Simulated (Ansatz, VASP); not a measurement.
**One calculation of Na, two programs**

The input INCAR:

```
  PREC = Accurate
  ENCUT = 520
  EDIFF = 1E-7
  ISMEAR = 0
  SIGMA = 0.15
  LREAL = F
  LASPH = T
  NELM = 80
  ALGO = Fast
  ISIF = 2
  LWAVE = F
  LCHARG = F
  GGA = CA
  NBANDS = 10
```

The input KPOINTS:

```
Automatic mesh
0
Gamma
  18 18 18
```

File POSCAR:

```
Na
1.0
   -2.0833408009      2.0833408009      2.1875078409
    2.0833408009     -2.0833408009      2.1875078409
    2.0833408009      2.0833408009     -2.1875078409
Na
1
Direct
    0.0000000000      0.0000000000      0.0000000000
```

Input for Ansatz:

```yaml
crystal:
  lattice:
    - [-2.0833408009, 2.0833408009, 2.1875078409]
    - [2.0833408009, -2.0833408009, 2.1875078409]
    - [2.0833408009, 2.0833408009, -2.1875078409]
  atoms:
    - { symbol: Na, position: [0.0, 0.0, 0.0] }
basis:
  ecutwfc: 420
kpoints:
  mp_grid: { grid: [18, 18, 18] }
hamiltonian:
  xc: lda
scf:
  occupations: { method: gaussian, width: 0.15 }
output:
  forces: true
  stress: true
  eigenvalues: true
```

Alike in both runs: task single point; functional LDA; k mesh 18 × 18 × 18; occupations gaussian, width 0.15 eV; no spin polarisation.

```csv
,VASP,Ansatz
version,VASP 6.6.1,Ansatz 0.2.0
potentials or method,"VASP PAW LDA potentials, release 64 (Na_pv)","scalar-relativistic, plane waves, PAW"
plane-wave cutoff (eV),520,420
valence electrons in the cell,7,9
```

Ansatz gave:

| Item | Value |
| --- | --- |
| gap on the k mesh at the Fermi level (eV) | none |
| pressure (GPa) | -0.9 |

What did VASP give for the same quantities?

gap on the k mesh at the Fermi level (eV): none; pressure (GPa): -1.0.

A gap of «none» marks a metal or a gap that the smearing closes. The two sets of potentials don't hold the same shells in valence.
